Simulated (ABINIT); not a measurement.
The system is LiH.

```
Li H
1.0
     0.00000    2.03675    2.03675
     2.03675    0.00000    2.03675
     2.03675    2.03675    0.00000
Li H
1 1
Direct
  0.00000 0.00000 0.00000
  0.50000 0.50000 0.50000
```

Base run:

```yaml
Program: ABINIT 10.8.3 (patched build)
Functional: PBE
Potentials_or_basis: JTH PAW PBE v2.0
Cutoff: 680 eV
k_mesh: 11 × 11 × 11
Occupations: fermi-dirac, width 0.05 eV
Spin: no spin polarisation
```

Its results: band gap on the k mesh 3.19 eV, direct; pressure -1.9 GPa.

Task: The run is repeated on the same cell with these changes: functional from PBE to LDA; potentials or basis from JTH PAW PBE v2.0 to JTH PAW LDA v2.0. What comes out?

Result: Band gap on the k mesh 2.84 eV, direct; pressure -4.2 GPa.

Caveats: the mesh misses the band edges, which the band path finds closer together.
